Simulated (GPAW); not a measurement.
The system is SnSe2.

```
Sn Se
1.0
     3.81100    0.00000    0.00000
    -1.90550    3.30042    0.00000
     0.00000    0.00000    6.13600
Sn Se
1 2
Direct
  0.00000 0.00000 0.00000
  0.66667 0.33333 0.75100
  0.33333 0.66667 0.24900
```

```yaml
Program: GPAW 26.7.0
Task: relaxation of cell and atoms
Functional: RPBE
Dispersion: D4
Potentials_or_basis: the program's PAW data sets (release 1.2.1) made for this functional
Cutoff: 600 eV
Basis: pw
k_mesh: 6 × 6 × 3
Occupations: fermi-dirac, width 0.05 eV
Spin: no spin polarisation
```

At the start: pressure 2.1 GPa; volume 25.73 Å³/atom.

Question: How do energy, volume and symmetry change on relaxing?

Answer: Over 13 steps the energy falls by 21.3 meV/atom and the volume is 24.92 Å³/atom (-3.1 %); space group P-3m1 (No. 164, to 0.05 Å).

The path:
```tsv
step	energy change (eV)	largest force (eV/Å)	pressure (GPa)	volume (Å³)
1	0.0000	0.7781	2.12	77.18
2	-0.0202	0.5991	1.31	77.55
3	-0.0467	0.1101	-0.76	78.48
4	-0.0478	0.0744	-0.85	78.41
5	-0.0526	0.0364	-0.84	77.60
6	-0.0551	0.0527	-0.49	76.74
7	-0.0566	0.0120	-0.03	76.04
8	-0.0572	0.0250	0.19	75.80
9	-0.0582	0.0686	0.39	75.55
10	-0.0600	0.1088	0.56	75.17
11	-0.0621	0.1094	0.55	74.77
12	-0.0635	0.0599	0.28	74.67
13	-0.0638	0.0144	0.05	74.77
```

Final structure:
```xyz
3
Lattice="3.8109 0.0000 0.0000 -1.9055 3.3004 0.0000 0.0000 0.0000 5.9447" Properties=species:S:1:pos:R:3 pbc="T T T"
Sn    0.0000    0.0000    0.0000
Se    1.9055    1.1001    4.3527
Se    0.0000    2.2002    1.5920
```

Caveat: later steps reuse the first step's grids.
